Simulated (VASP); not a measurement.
Input of a VASP 6.6.1 run:

Contents of INCAR:

```
SYSTEM = GaAs
ALGO     = Normal         ! electronic algorithm
EDIFF    = 1E-7           ! SCF threshold, eV
ENCUT    = 520            ! plane-wave cutoff, eV
ISIF     = 2              ! what is computed and relaxed
ISMEAR   = -1             ! smearing method
LASPH    = .TRUE.         ! aspherical terms in the spheres
LCHARG   = .FALSE.        ! write CHGCAR
LMIXTAU  = .TRUE.       
LREAL    = .FALSE.        ! projectors in reciprocal space
LWAVE    = .FALSE.        ! write WAVECAR
METAGGA  = LAK            ! meta-GGA
NELM     = 100            ! most SCF steps
PREC     = Accurate       ! precision mode
SIGMA    = 0.05           ! smearing width, eV
```

Contents of KPOINTS:

```
k-points
0
G
  8 8 8
  0 0 0
```

File POSCAR:

```
GaAs
1.0
    0.0000000000      2.8268500000      2.8268500000
    2.8268500000      0.0000000000      2.8268500000
    2.8268500000      2.8268500000      0.0000000000
As Ga
1 1
Direct
    0.7500000000      0.7500000000      0.7500000000
    0.0000000000      0.0000000000      0.0000000000
```

KPOINTS_OPT

```
path GXWKGLUWLK,UX
20
line-mode
reciprocal
 0.0000000000  0.0000000000  0.0000000000  G
 0.5000000000  0.0000000000  0.5000000000  X

 0.5000000000  0.0000000000  0.5000000000  X
 0.5000000000  0.2500000000  0.7500000000  W

 0.5000000000  0.2500000000  0.7500000000  W
 0.3750000000  0.3750000000  0.7500000000  K

 0.3750000000  0.3750000000  0.7500000000  K
 0.0000000000  0.0000000000  0.0000000000  G

 0.0000000000  0.0000000000  0.0000000000  G
 0.5000000000  0.5000000000  0.5000000000  L

 0.5000000000  0.5000000000  0.5000000000  L
 0.6250000000  0.2500000000  0.6250000000  U

 0.6250000000  0.2500000000  0.6250000000  U
 0.5000000000  0.2500000000  0.7500000000  W

 0.5000000000  0.2500000000  0.7500000000  W
 0.5000000000  0.5000000000  0.5000000000  L

 0.5000000000  0.5000000000  0.5000000000  L
 0.3750000000  0.3750000000  0.7500000000  K

 0.6250000000  0.2500000000  0.6250000000  U
 0.5000000000  0.0000000000  0.5000000000  X
```

Potentials or basis: VASP PAW PBE potentials, release 64 (As, Ga_d).

The run is started by

```bash
$ cat potpaw_PBE.64/As/POTCAR potpaw_PBE.64/Ga_d/POTCAR > POTCAR
$ mpirun -np 1 vasp_std > vasp.out
```

Task: What does it give for the band gap on the k mesh?

Result: 1.48 eV, direct.

Task: What does it give for the band gap along the path?

Result: 1.48 eV, direct.

Task: Predict the pressure.

Result: 4.4 GPa.

Levels at the corners of the path, in eV from the valence-band top:
```tsv
point	band 6	band 7	band 8	band 9	band 10	band 11	band 12	band 13
Γ	-13.14	0.00	0.00	0.00	1.48	4.20	4.20	4.20
X	-10.47	-6.93	-2.75	-2.75	2.05	2.22	11.21	11.21
X	-10.47	-6.93	-2.75	-2.75	2.05	2.22	11.21	11.21
W	-10.41	-6.74	-3.57	-3.37	5.29	5.32	6.18	6.63
W	-10.41	-6.74	-3.57	-3.37	5.29	5.32	6.18	6.63
K	-10.52	-6.73	-3.89	-2.32	2.56	5.28	8.82	8.82
K	-10.52	-6.73	-3.89	-2.32	2.56	5.28	8.82	8.82
Γ	-13.14	0.00	0.00	0.00	1.48	4.20	4.20	4.20
Γ	-13.14	0.00	0.00	0.00	1.48	4.20	4.20	4.20
L	-11.27	-6.73	-1.18	-1.18	1.71	5.18	5.18	8.64
L	-11.27	-6.73	-1.18	-1.18	1.71	5.18	5.18	8.64
U	-10.52	-6.73	-3.89	-2.32	2.56	5.28	8.82	8.82
U	-10.52	-6.73	-3.89	-2.32	2.56	5.28	8.82	8.82
W	-10.41	-6.74	-3.57	-3.37	5.29	5.32	6.18	6.63
W	-10.41	-6.74	-3.57	-3.37	5.29	5.32	6.18	6.63
L	-11.27	-6.73	-1.18	-1.18	1.71	5.18	5.18	8.64
L	-11.27	-6.73	-1.18	-1.18	1.71	5.18	5.18	8.64
K	-10.52	-6.73	-3.89	-2.32	2.56	5.28	8.82	8.82
U	-10.52	-6.73	-3.89	-2.32	2.56	5.28	8.82	8.82
X	-10.47	-6.93	-2.75	-2.75	2.05	2.22	11.21	11.21
```

Caveat: the PAW data sets were made with another functional, which shifts forces and pressure a little.

**What was measured.**

From “Evidence of valence band perturbations in GaAsN/GaAs(001): A combined variable-angle spectroscopic ellipsometry and modulated photoreflectance investigation”, 2008, arxiv:0805.2212, for a bulk crystal of GaAs at 300 K: band gap 1.412 ± 0.01 eV (direct).

Against the measured gap of GaAs, 1.412 eV (direct; 300 K; “Evidence of valence band perturbations in GaAsN/GaAs(001): A combined variable-angle spectroscopic ellipsometry and modulated photoreflectance investigation”, 2008, arxiv:0805.2212), the calculated 1.48 eV is off by +0.07 eV. 3 values of this kind are on record (1.412 to 1.51 eV); this one was drawn at random among those near their median, those with a stated uncertainty first. Spin-orbit coupling on As, Ga is left out. The value is that of LAK, without temperature or zero-point motion.
